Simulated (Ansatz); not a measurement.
# TiC (Fm-3m) in Ansatz: a series of runs

Runs on TiC. Level: PBEsol+U. Tasks: band structure.

All numbers are computed with Ansatz 0.2.0; they aren't measurements. Logs are shortened: lines on timing, memory, paths and dates and some standing lists are left out, and cuts for length are marked.

## Step 1: The crystal as given

Symmetry: Fm-3m, No. 225, cubic system. Conventional cell: a = 4.331 Å, b = 4.331 Å, c = 4.331 Å, α = 90.00°, β = 90.00°, γ = 90.00°. Ti (site symmetry m-3m) has 6 C at 2.17 Å as nearest neighbours. C (site symmetry m-3m) has 6 Ti at 2.17 Å as nearest neighbours.

The cell is a database's computed one.

## Step 2: Band structure, PBEsol+U

input.yaml

```yaml
crystal:
  lattice:
    - [0.0, 2.1657188437, 2.1657188437]
    - [2.1657188437, 0.0, 2.1657188437]
    - [2.1657188437, 2.1657188437, 0.0]
  atoms:
    - { symbol: Ti, position: [0.0, 0.0, 0.0] }
    - { symbol: C, position: [0.5, 0.5, 0.5] }
hamiltonian:
  xc: pbesol
  pseudopotentials: { kind: paw }
  hubbard: { sites: [{ species: Ti, l: d, u_eff: 3.0 }] }
kpoints:
  mp_grid: { grid: [11, 11, 11] }
  band_path:
    path:
      - [[0.0, 0.0, 0.0], [0.5, 0.0, 0.5], [0.5, 0.25, 0.75], [0.375, 0.375, 0.75], [0.0, 0.0, 0.0], [0.5, 0.5, 0.5], [0.625, 0.25, 0.625], [0.5, 0.25, 0.75], [0.5, 0.5, 0.5], [0.375, 0.375, 0.75]]
      - [[0.625, 0.25, 0.625], [0.5, 0.0, 0.5]]
    npoints: 14
scf:
  occupations: { method: fermi_dirac, width: 0.05 }
  n_extra_bands: 6
output:
  forces: true
  stress: true
  eigenvalues: true
  fatbands: false
```

Potentials or basis: Ansatz PAW.

Run with:

```console
$ ansatz run input.yaml --threads 2 --pin off --max-ram 5632MiB --backend cpu --events-out ev --progress --plain --runs-dir out
```

The log of the run:

```text
Warning: RAYON_NUM_THREADS=2 ignored (pool sized by the plan → 2); use --threads N
Ti: projections on atomic orbitals take those of the free atom [Ne] 3s2 3p6 3d2 4s2, of charge +0.00 (hamiltonian.pseudopotentials.projection_atoms); the dataset's partial waves leave at most 4.1e-7 of an orbital's norm unspanned inside its sphere
C: projections on atomic orbitals take those of the free atom [He] 2s2 2p2, of charge +0.00 (hamiltonian.pseudopotentials.projection_atoms); the dataset's partial waves leave at most 3.7e-9 of an orbital's norm unspanned inside its sphere
scf.n_extra_bands = 6 over 8 filled bands (N_el = 16.0): the run solves 14 bands
Engine: ansatz 0.2.0, aarch64-unknown-linux-gnu
Pseudopotentials: kind: paw
Pseudopotential: Ti, paw, valence charge 12, recommended cutoff 420 eV (normal), Ti.paw.azcp
Pseudopotential: C, paw, valence charge 4, recommended cutoff 420 eV (normal), C.paw.azcp
Functional definition: PBEsol
  exchange = pbesol_x
  correlation = pbesol_c
Crystal: 2 atoms, lattice volume = 20.316 Å³
Basis set: ecut = 420 eV, 411 PW (Γ), exchange–correlation on 48×48×48 points (8 copies of the dense FFT grid, shifted against one another)
Bands: 14, of which v1, the nominal top of the filled ones, is band 8 counted from 1 (7 counted from 0)
Symmetry: 48 space group operations
Space group: Fm-3m (ITA 225), of the structure as read, at distance tolerance 2.7e-5 Å
k-points: 56 of 1331
Non-local potential: Ti, projectors of the file, l = 0: 3, l = 1: 2, l = 2: 3, l = 3: 1
Non-local potential: C, projectors of the file, l = 0: 2, l = 1: 2, l = 2: 1
PAW form: soft (Blöchl's): semilocal exchange-correlation on the pseudo side does not see the compensation charge
PAW frozen core: Ti, regenerated for the run's functional, and the local potential with it (the file was generated under x = pbe(κ = 0.804, μ = 0.2195149727645171), c = pbe(β = 0.06672455060314922))
PAW frozen core: C, regenerated for the run's functional, and the local potential with it (the file was generated under x = pbe(κ = 0.804, μ = 0.2195149727645171), c = pbe(β = 0.06672455060314922))
PAW one-centre angular grid: Ti, 590 points (default); XC on 64 Gauss nodes
PAW one-centre angular grid: C, 110 points (default); XC on 64 Gauss nodes
Initial density: superposition of atomic densities (chi_scale 0.1, normalization cell, long waves kept (reshape's long-wave potential 0.00 eV rms))
Initial wavefunctions: pseudopotential atomic-orbital guess
Functional: x = pbesol(κ = 0.804, μ = 0.12345679012345678), c = pbesol(β = 0.046)
SCF iter   1: F=—  HF=-2720.978207 eV  |F-HF|=—  |Δ(HF+E_count)|=         —  Δρ=1.70e-1  dr2=7.75e0  ethr=3.10e-3  ⟨swp⟩=4.6  Hψ=3524  notcnv=0
preconditioner: auto → none  [metal: Δε(μ)=0.070 eV  Ē_g=11.171 eV  σ=0.050 eV  W_gap=0.31  n_scr=8 (ndim 8)  ℏωp=23.3 eV  f_vac=0.000  D(μ)=0.16/eV (n_scr^D=0)  sad-step TF]
SCF iter   2: F=—  HF=-2719.401939 eV  |F-HF|=—  |Δ(HF+E_count)|=    1.58e0  Δρ=3.55e-2  dr2=9.49e-2  ethr=3.10e-3  ⟨swp⟩=2.8  Hψ=1958  notcnv=0  defer=59
SCF iter   3: F=—  HF=-2719.475844 eV  |F-HF|=—  |Δ(HF+E_count)|=   7.39e-2  Δρ=2.09e-2  dr2=4.04e-2  ethr=5.93e-4  ⟨swp⟩=2.2  Hψ=1086  notcnv=0  defer=59
SCF iter   4: F=—  HF=-2719.511121 eV  |F-HF|=—  |Δ(HF+E_count)|=   3.53e-2  Δρ=2.51e-3  dr2=1.10e-3  ethr=2.52e-4  ⟨swp⟩=2.3  Hψ=1369  notcnv=0  defer=59
SCF iter   5: F=—  HF=-2719.511335 eV  |F-HF|=—  |Δ(HF+E_count)|=   2.14e-4  Δρ=5.45e-4  dr2=4.80e-5  ethr=6.88e-6  ⟨swp⟩=2.9  Hψ=1341  notcnv=0  defer=59
SCF iter   6: F=—  HF=-2719.511336 eV  |F-HF|=—  |Δ(HF+E_count)|=   7.83e-7  Δρ=3.38e-4  dr2=2.10e-5  ethr=3.00e-7  ⟨swp⟩=2.0  Hψ=1234  notcnv=0  defer=58
SCF iter   7: F=—  HF=-2719.511331 eV  |F-HF|=—  |Δ(HF+E_count)|=   4.77e-6  Δρ=1.63e-4  dr2=5.08e-6  ethr=1.31e-7  ⟨swp⟩=1.2  Hψ=743  notcnv=0  defer=58
SCF iter   8: F=—  HF=-2719.511330 eV  |F-HF|=—  |Δ(HF+E_count)|=   1.40e-6  Δρ=4.82e-5  dr2=4.90e-7  ethr=3.17e-8  ⟨swp⟩=2.3  Hψ=1160  notcnv=0  defer=58
SCF iter   9: F=-2719.511330 eV  HF=-2719.511330 eV  |F-HF|=5.83e-9  |Δ(HF+E_count)|=   1.35e-7  Δρ=5.65e-6  dr2=6.22e-9  ethr=6.25e-10  ⟨swp⟩=8.9  Hψ=3470  notcnv=0
SCF 1 converged in 9 iterations: F = -2719.511330 eV  dr2 = 6.22e-9
NSCF: frozen V_eff on 142 k-points
SCF converged after 9 iterations
Free energy (F): -2719.511330 eV
Harris-Foulkes:  -2719.511330 eV  (|F-HF|=5.83e-9)
Internal energy: -2719.508748 eV  (E = F + TS)
E sigma→0 (E₀):  -2719.510039 eV
Entropy (-TS):   -0.002582 eV (-1.291 meV/atom)
Fermi energy:    15.054587 eV
--- Per-component energies (eV) ---
  E_band       = -111.778478
  E_kinetic    = 361.822583
  E_local      = -772.571656  (includes V_loc(G=0)·N_el)
  E_nonlocal   = 32.330340
  E_hartree    = 311.326398
  E_xc         = -146.472492
  E_vxc        = -183.604313  (∫ρ·V_xc dr)
  E_hubbard    = 2.833045  (on-site DFT+U / exact-exchange correction)
  E_vhub       = 1.644207  (the Hubbard potential's part of the band-sum identity)
  E_paw        = -1115.673662  (= ΣΔE_a)
  E_vpaw       = -174.055260  (= ΣTr[D̂ρ^β])
  E_aug_tail   = 0.000143  (compensation charges beyond the density's cutoff)
  E_ewald      = -1393.263931
  E_core_change = 0.160485  (= ΣΔE_core)
  E_smearing   = -0.002582  (= −TS)
  E_closure    = 0.000000  (closes the sum)
  Σ components = -2719.511330   (vs F -2719.511330, Δ=0.00e0)
--- Forces (eV/Å), atoms counted from 1 ---
  atom   1  Ti    -0.00000000     0.00000000     0.00000000
  atom   2  C      0.00000000    -0.00000000     0.00000000
  max |Σ_I F_I| component: 8.09e-30 eV/Å
--- Stress (GPa, compression-positive) ---
       -1.955174      -0.000000      -0.000000
        0.000000      -1.955174       0.000000
       -0.000000      -0.000000      -1.955174
  P = ⅓ Tr σ = -1.9552 GPa (-19.552 kbar)
--- Band table (eV; the first three rows and the last of 56) ---
  k-point 0: bands = ["-42.0819", "-18.1983", "-18.1983", "-18.1983", "2.3452", "15.9261", "15.9261", "15.9261", "16.4509", "16.4509", "16.5364", "16.5364", "16.5364", "25.1780"]
  k-point 1: bands = ["-42.0760", "-18.2387", "-18.2021", "-18.2021", "2.5343", "14.9618", "15.0538", "15.0538", "16.1398", "16.1398", "17.0701", "17.9880", "17.9880", "25.5043"]
  k-point 2: bands = ["-42.0598", "-18.3461", "-18.2123", "-18.2123", "3.0784", "13.4532", "13.8816", "13.8816", "16.5174", "16.5174", "17.5440", "19.5325", "19.5325", "26.0090"]
  k-point 55: bands = ["-41.9845", "-18.5122", "-18.4901", "-18.3588", "5.4323", "11.5249", "11.6571", "12.3300", "17.5669", "18.0324", "18.7719", "19.8905", "20.0023", "28.1285"]
Occupation matrices written to <dir>
```

It took 2.2 s on 2 threads of Arm Neoverse V1, shared host; peak memory 0.28 GiB.

What came out:

```
Free energy            : -2719.5113 eV
Pressure               : -2.0 GPa
Band gap on the k mesh : none (metal or under the smearing width)
```

Levels at the corners of the path, in eV from the Fermi level:
```tsv
point	band 4	band 5	band 6	band 7	band 8	band 9	band 10	band 11	band 12	band 13
Γ	-33.25	-12.71	0.87	0.87	0.87	1.40	1.40	1.48	1.48	1.48
X	-33.42	-10.22	-3.81	-1.41	-0.30	-0.30	2.38	3.66	3.66	5.40
W	-33.43	-9.63	-3.31	-3.31	-2.98	2.81	2.81	3.66	4.73	4.81
K	-33.38	-9.71	-3.61	-3.60	-1.98	1.47	3.29	3.87	5.09	5.12
Γ	-33.25	-12.71	0.87	0.87	0.87	1.40	1.40	1.48	1.48	1.48
L	-33.30	-9.13	-6.02	-3.09	-3.09	3.02	3.02	4.07	7.72	7.87
U	-33.38	-9.71	-3.61	-3.60	-1.98	1.47	3.29	3.87	5.09	5.12
W	-33.43	-9.63	-3.31	-3.31	-2.98	2.81	2.81	3.66	4.73	4.81
L	-33.30	-9.13	-6.02	-3.09	-3.09	3.02	3.02	4.07	7.72	7.87
K	-33.38	-9.71	-3.61	-3.60	-1.98	1.47	3.29	3.87	5.09	5.12
U	-33.38	-9.71	-3.61	-3.60	-1.98	1.47	3.29	3.87	5.09	5.12
X	-33.42	-10.22	-3.81	-1.41	-0.30	-0.30	2.38	3.66	3.66	5.40
```

Eigenvalues of the final occupation matrices:
```tsv
site	spin	trace	eigenvalues
site 1	1	1.34	0.20 0.20 0.20 0.37 0.37
```

Caveat: U without spin polarisation on a metal has little footing; the PAW data sets come from PBE, with cores solved anew for the run's functional, which leaves a small shift of forces and pressure; the U is typed as a test and isn't derived for this compound.

## Step 3: Band structure, PBEsol+U

Changes to input.yaml since step 2:

```diff
@@ -11,3 +11,3 @@
   pseudopotentials: { kind: paw }
-  hubbard: { sites: [{ species: Ti, l: d, u_eff: 3.0 }] }
+  hubbard: { sites: [{ species: Ti, l: d, u_eff: 4.0 }] }
 kpoints:
@@ -26,2 +26,2 @@
   eigenvalues: true
-  fatbands: false
+  fatbands: true
```

Potentials or basis: Ansatz PAW.

Run with:

```console
$ ansatz run input.yaml --threads 2 --pin off --max-ram 5632MiB --backend cpu --events-out ev --progress --plain --runs-dir out
```

Run time: 2.5 s. Hardware: 2 threads of Arm Neoverse V1, shared host; peak memory 0.28 GiB.

It converged, with:

* Free energy: -2718.5754 eV
* Pressure: -0.1 GPa
* Band gap on the k mesh: none (metal or under the smearing width)

Levels at the corners of the path, in eV from the Fermi level:
| point | band 5 | band 6 | band 7 | band 8 | band 9 | band 10 | band 11 | band 12 |
| --- | --- | --- | --- | --- | --- | --- | --- | --- |
| Γ | -12.80 | 1.00 | 1.00 | 1.00 | 1.28 | 1.28 | 1.43 | 1.43 |
| X | -10.27 | -3.92 | -1.26 | -0.38 | -0.38 | 2.26 | 3.77 | 3.77 |
| W | -9.68 | -3.33 | -3.33 | -3.06 | 2.86 | 2.86 | 3.77 | 4.58 |
| K | -9.76 | -3.66 | -3.62 | -2.06 | 1.53 | 3.39 | 3.94 | 4.97 |
| Γ | -12.80 | 1.00 | 1.00 | 1.00 | 1.28 | 1.28 | 1.43 | 1.43 |
| L | -9.20 | -6.04 | -3.15 | -3.15 | 3.10 | 3.10 | 4.10 | 7.59 |
| U | -9.76 | -3.66 | -3.62 | -2.06 | 1.53 | 3.39 | 3.94 | 4.97 |
| W | -9.68 | -3.33 | -3.33 | -3.06 | 2.86 | 2.86 | 3.77 | 4.58 |
| L | -9.20 | -6.04 | -3.15 | -3.15 | 3.10 | 3.10 | 4.10 | 7.59 |
| K | -9.76 | -3.66 | -3.62 | -2.06 | 1.53 | 3.39 | 3.94 | 4.97 |
| U | -9.76 | -3.66 | -3.62 | -2.06 | 1.53 | 3.39 | 3.94 | 4.97 |
| X | -10.27 | -3.92 | -1.26 | -0.38 | -0.38 | 2.26 | 3.77 | 3.77 |

Eigenvalues of the final occupation matrices:
```csv
site,spin,trace,eigenvalues
site 1,1,1.32,0.19 0.19 0.19 0.38 0.38
```

Caveat: U without spin polarisation on a metal has little footing; the PAW data sets come from PBE, with cores solved anew for the run's functional, which leaves a small shift of forces and pressure; the U is typed as a test and isn't derived for this compound.

## Step 4: Band structure, PBEsol+U

Changes to input.yaml since step 3:

```diff
@@ -11,3 +11,3 @@
   pseudopotentials: { kind: paw }
-  hubbard: { sites: [{ species: Ti, l: d, u_eff: 4.0 }] }
+  hubbard: { sites: [{ species: Ti, l: d, u_eff: 5.0 }] }
 kpoints:
@@ -26,2 +26,6 @@
   eigenvalues: true
-  fatbands: true
+  fatbands: false
+  write_density: true
+  write_potential: true
+  elf: true
+  volumetric_format: npy
```

Run with:

```console
$ ansatz run input.yaml --threads 2 --pin off --max-ram 5632MiB --backend cpu --events-out ev --progress --plain --runs-dir out
```

Wall time 2.4 s (2 threads of Arm Neoverse V1, shared host); peak memory 0.31 GiB.

Results (log left out):

```
Free energy            : -2717.6574 eV
Pressure               : 2.1 GPa
Band gap on the k mesh : none (metal or under the smearing width)
```

Levels at the corners of the path, in eV from the Fermi level:
| point | band 6 | band 7 | band 8 | band 9 | band 10 | band 11 |
| --- | --- | --- | --- | --- | --- | --- |
| Γ | 1.13 | 1.13 | 1.15 | 1.15 | 1.15 | 1.36 |
| X | -4.04 | -1.10 | -0.46 | -0.46 | 2.10 | 3.89 |
| W | -3.36 | -3.36 | -3.15 | 2.93 | 2.93 | 3.89 |
| K | -3.73 | -3.64 | -2.15 | 1.59 | 3.52 | 4.02 |
| Γ | 1.13 | 1.13 | 1.15 | 1.15 | 1.15 | 1.36 |
| L | -6.06 | -3.22 | -3.22 | 3.20 | 3.20 | 4.15 |
| U | -3.73 | -3.64 | -2.15 | 1.59 | 3.52 | 4.02 |
| W | -3.36 | -3.36 | -3.15 | 2.93 | 2.93 | 3.89 |
| L | -6.06 | -3.22 | -3.22 | 3.20 | 3.20 | 4.15 |
| K | -3.73 | -3.64 | -2.15 | 1.59 | 3.52 | 4.02 |
| U | -3.73 | -3.64 | -2.15 | 1.59 | 3.52 | 4.02 |
| X | -4.04 | -1.10 | -0.46 | -0.46 | 2.10 | 3.89 |

Eigenvalues of the final occupation matrices:
```csv
site,spin,trace,eigenvalues
site 1,1,1.30,0.18 0.18 0.18 0.39 0.39
```

Caveat: U without spin polarisation on a metal has little footing; the PAW data sets come from PBE, with cores solved anew for the run's functional, which leaves a small shift of forces and pressure; the U is typed as a test and isn't derived for this compound.

## Step 5: Band structure, PBEsol+U

Changes to input.yaml since step 4:

```diff
@@ -11,3 +11,3 @@
   pseudopotentials: { kind: paw }
-  hubbard: { sites: [{ species: Ti, l: d, u_eff: 5.0 }] }
+  hubbard: { sites: [{ species: Ti, l: d, u_eff: 6.0 }] }
 kpoints:
@@ -27,5 +27 @@
   fatbands: false
-  write_density: true
-  write_potential: true
-  elf: true
-  volumetric_format: npy
```

Run with:

```console
$ ansatz run input.yaml --threads 2 --pin off --max-ram 5632MiB --backend cpu --events-out ev --progress --plain --runs-dir out
```

It took 2.4 s on 2 threads of Arm Neoverse V1, shared host; peak memory 0.28 GiB.

Results (log left out):

```
Free energy            : -2716.7597 eV
Pressure               : 4.5 GPa
Band gap on the k mesh : none (metal or under the smearing width)
```

Levels at the corners of the path, in eV from the Fermi level:
| point | band 4 | band 5 | band 6 | band 7 | band 8 | band 9 | band 10 | band 11 | band 12 | band 13 |
| --- | --- | --- | --- | --- | --- | --- | --- | --- | --- | --- |
| Γ | -34.07 | -13.05 | 0.93 | 0.93 | 1.26 | 1.26 | 1.26 | 1.28 | 1.28 | 1.28 |
| X | -34.23 | -10.44 | -4.20 | -0.95 | -0.59 | -0.59 | 1.89 | 4.00 | 4.00 | 4.84 |
| W | -34.24 | -9.85 | -3.43 | -3.43 | -3.30 | 2.99 | 2.99 | 4.00 | 4.19 | 4.31 |
| K | -34.19 | -9.93 | -3.83 | -3.70 | -2.30 | 1.65 | 3.63 | 4.09 | 4.59 | 4.63 |
| Γ | -34.07 | -13.05 | 0.93 | 0.93 | 1.26 | 1.26 | 1.26 | 1.28 | 1.28 | 1.28 |
| L | -34.12 | -9.42 | -6.13 | -3.34 | -3.34 | 3.28 | 3.28 | 4.18 | 7.28 | 7.48 |
| U | -34.19 | -9.93 | -3.83 | -3.70 | -2.30 | 1.65 | 3.63 | 4.09 | 4.59 | 4.63 |
| W | -34.24 | -9.85 | -3.43 | -3.43 | -3.30 | 2.99 | 2.99 | 4.00 | 4.19 | 4.31 |
| L | -34.12 | -9.42 | -6.13 | -3.34 | -3.34 | 3.28 | 3.28 | 4.18 | 7.28 | 7.48 |
| K | -34.19 | -9.93 | -3.83 | -3.70 | -2.30 | 1.65 | 3.63 | 4.09 | 4.59 | 4.63 |
| U | -34.19 | -9.93 | -3.83 | -3.70 | -2.30 | 1.65 | 3.63 | 4.09 | 4.59 | 4.63 |
| X | -34.23 | -10.44 | -4.20 | -0.95 | -0.59 | -0.59 | 1.89 | 4.00 | 4.00 | 4.84 |

Eigenvalues of the final occupation matrices:
| site | spin | trace | eigenvalues |
| --- | --- | --- | --- |
| site 1 | 1 | 1.28 | 0.16 0.16 0.16 0.39 0.39 |

Caveat: U without spin polarisation on a metal has little footing; the PAW data sets come from PBE, with cores solved anew for the run's functional, which leaves a small shift of forces and pressure; the U is typed as a test and isn't derived for this compound.

## Step 6: The runs side by side

```csv
U,gap on the mesh (eV),pressure (GPa)
Ti d U = 3 eV,none,-2.0
Ti d U = 4 eV,none,-0.1
Ti d U = 5 eV,none,2.1
Ti d U = 6 eV,none,4.5
```

Alike in all rows: task band structure; level PBEsol+U; potentials or basis Ansatz PAW; no spin polarisation; cell as given; k mesh 11 × 11 × 11; cutoff (eV) 420; smearing fermi-dirac 0.05 eV.

Every run on the cell as given and a fine mesh finds a metal.

Caveats: U without spin polarisation on a metal has little footing; the PAW data sets come from PBE, with cores solved anew for the run's functional, which leaves a small shift of forces and pressure; the U is typed as a test and isn't derived for this compound.

Total energies depend on the potentials used, so only differences within one code and one set of settings carry meaning.
